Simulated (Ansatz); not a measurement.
**P: do energies and stresses tell the same story?**

Level of theory: DFT PBEsol, scalar-relativistic, plane waves, PAW in Ansatz.

Cutoff 420 eV; k points 18×18×18 on the computed 1-atom cell (Γ-centred); Gaussian smearing, width 0.10 eV; no spin polarisation.

Relaxed cell: Pm-3m, a = 2.422 Å, b = 2.422 Å, c = 2.422 Å, α = 90.00°, β = 90.00°, γ = 90.00°, 1 atom in the primitive cell. This simple cubic form isn't the element's structure at ambient conditions.

Energies at zero smearing and pressures from the stress tensor, at volumes with shape and atoms relaxed:
```
V (Å³/atom) E − E(first) (meV/atom) P (GPa)
     13.349                     0.00     8.60
     13.775                   -16.18     3.86
     14.201                   -20.88     0.00
     14.627                   -16.50    -3.27
     15.053                    -3.60    -6.33
```

Q: Check P = −dE/dV between neighbouring volumes, and get the bulk modulus from the pressures alone.

A: With 1 eV/Å³ = 160.2 GPa:
| middle V (Å³/atom) | −ΔE/ΔV (GPa) | mean P (GPa) |
| --- | --- | --- |
| 13.562 | 6.085 | 6.231 |
| 13.988 | 1.768 | 1.933 |
| 14.414 | -1.648 | -1.632 |
| 14.840 | -4.851 | -4.797 |

The two differ by 0.16 GPa at most. The mean of two end pressures misses the average over a step by about ΔV² P″/12, up to 0.08 GPa here; with that taken off 0.10 GPa remains. The stress is the derivative of the free energy, not of the energy at zero smearing, and with free energies 0.05 GPa remains. Around V = 14.201 Å³/atom, the two neighbours give B = −V ΔP/ΔV = 14.201 × 7.13 / 0.852 = 118.8 GPa, against B0 = 119.4 GPa from the Birch–Murnaghan fit of the energies.